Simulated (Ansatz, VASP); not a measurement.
# Two plane-wave programs on Mg

The input INCAR:

```
SYSTEM = Mg
PREC = Accurate ; ENCUT = 520
EDIFF = 1E-7 ; ISMEAR = 0
SIGMA = 0.025 ; LREAL = .False.
LASPH = .True. ; NELM = 60
ALGO = Normal ; ISIF = 2
LWAVE = .False. ; LCHARG = .False.
GGA = PE ; NBANDS = 9
```

KPOINTS

```
regular mesh
0
Gamma
  10 10 5
  0 0 0
```

The input POSCAR:

```
Mg
1.0
    3.2093000000      0.0000000000      0.0000000000
   -1.6046500000      2.7793353284      0.0000000000
    0.0000000000      0.0000000000      5.2103000000
Mg
2
Direct
    0.6666666667      0.3333333333      0.7500000000
    0.3333333333      0.6666666667      0.2500000000
```

input.yaml

```yaml
crystal:
  lattice:
    - [3.2093, 0.0, 0.0]
    - [-1.60465, 2.7793353284, 0.0]
    - [0.0, 0.0, 5.2103]
  atoms:
    - { symbol: Mg, position: [0.6666666667, 0.3333333333, 0.75] }
    - { symbol: Mg, position: [0.3333333333, 0.6666666667, 0.25] }
hamiltonian:
  xc: pbe
  pseudopotentials: { kind: paw }
kpoints:
  mp_grid: { grid: [10, 10, 5] }
scf:
  occupations: { method: gaussian, width: 0.025 }
output:
  forces: true
  stress: true
  eigenvalues: true
```

Alike in both runs: task single point; functional PBE; k mesh 10 × 10 × 5; occupations gaussian, width 0.025 eV; no spin polarisation.

|  | VASP | Ansatz |
| --- | --- | --- |
| version | VASP 6.6.1 | Ansatz 0.2.0 |
| potentials or method | VASP PAW PBE potentials, release 64 (Mg) | Ansatz PAW |
| plane-wave cutoff (eV) | 520 | 420 |
| valence electrons in the cell | 4 | 20 |

VASP gave:

- gap on the k mesh at the Fermi level (eV): none
- pressure (GPa): -0.6
- largest component of the traceless stress (GPa): 0.47

Question: Estimate Ansatz's values.

Answer: gap on the k mesh at the Fermi level (eV): none; pressure (GPa): -0.4; largest component of the traceless stress (GPa): 0.46.

A gap of «none» marks a metal or a gap that the smearing closes. The two sets of potentials don't hold the same shells in valence.
